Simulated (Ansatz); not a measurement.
A distorted cell of GeTe (alpha-GeTe type, space group R3m):

```
CELL_PARAMETERS angstrom
      2.11331     1.22012     3.63992
     -2.11331     1.22012     3.63992
      0.00000    -2.44024     3.63992
ATOMIC_POSITIONS crystal
  Ge 0.00160 0.33756 0.36355
  Te 0.76577 0.76577 0.76577
```

These are PBE (plane waves to 420 eV, PAW, scalar-relativistic; Ansatz, an electronic-structure program) values and carry that method's errors. k mesh 8×8×8 (Γ-centred), Fermi-Dirac smearing 0.05 eV. The energy includes the smearing's −TS. Compression counts positive. As the smearing reaches across the gap at some points, energies and forces of such displacements shift with the k mesh and the smearing. GeTe was relaxed with its symmetry unable to fall. Spin-orbit coupling is left out, though Te is heavy.

### Question
What forces act on the atoms (eV/Å, Cartesian)?

### Answer
```json
[
 {"atom": "Ge1", "Fx": "1.399", "Fy": "1.279", "Fz": "0.988"},
 {"atom": "Te2", "Fx": "-1.399", "Fy": "-1.279", "Fz": "-0.988"}
]
```

### Question
What is the stress tensor (GPa)?

### Answer
```
    5.5     -2.4     -1.7
   -2.4      9.4      1.0
   -1.7      1.0      8.9
```
The pressure, a third of the trace, is 7.9 GPa.

### Question
In it atom 1 sits (-0.710, -0.473, 0.000) Å away from its relaxed site. What is its energy relative to the relaxed cell?

### Answer
740 meV/cell.

(For displaced atoms, the force is minus the slope of the energy, and its curvature is a force constant, which sets phonon frequencies.)
